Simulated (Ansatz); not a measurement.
## CaSe (Fm-3m): G0W0 and the choice of datasets

```
CELL_PARAMETERS angstrom
0.00000 2.85640 2.85640
2.85640 0.00000 2.85640
2.85640 2.85640 0.00000
ATOMIC_POSITIONS crystal
Ca 0.00000 0.00000 0.00000
Se 0.50000 0.50000 0.50000
```

Held fixed (Ansatz):

```json
{"orbitals": "PBE", "k mesh": "4×4×4", "empty bands": "300", "response cutoff": "200 eV", "frequencies": "contour deformation", "q → 0 term": "analytic weight of Carrier, Rohra and Görling", "band sums": "cut at the band count", "spin-orbit coupling": "off"}
```

The gap is read from Γ to k = (0, -0.5, -0.5), linearised, between the Kohn-Sham band edges among the points solved. ε∞ is the electronic dielectric constant on this mesh.

```csv
"datasets, wave cutoff",KS gap (eV),G0W0 gap (eV),ε∞
"all-electron, 3300 eV",1.74,3.27,6.4
"hard PAW, 700 eV",1.73,3.28,6.4
"hand-made PAW, accurate, 620 eV",1.73,3.28,6.4
"JTH PAW, 700 eV",1.72,3.33,6.4
"soft PAW (1st gen.), 420 eV",1.73,3.33,6.4
"norm-conserving, 1170 eV",1.74,3.95,6.4
"all-electron, no relativity, 3300 eV",1.71,3.23,6.3
```

Farthest from all-electron, 3300 eV in the G0W0 gap: norm-conserving, 1170 eV (+0.68 eV). The nearest differs by 0.017 eV.

The cell is a model at fixed atoms and needn't be the relaxed known crystal. Soft PAW datasets can miss an all-electron G0W0 gap by more than 5 %. With norm-conserving pseudopotentials the core–valence exchange is only approximate, which can shift gaps by tenths of an eV and RPA lattice constants by most of a per cent. Points k are given in fractions of the reciprocal vectors. The mesh is coarse, so these are values at the stated settings, not converged ones. Band sums or response are cut, so the gap isn't at its basis limit. The gap is read on the mesh, and the crystal's band edges can lie off it. Meshes this coarse can overestimate the dielectric constant by a tenth and more.
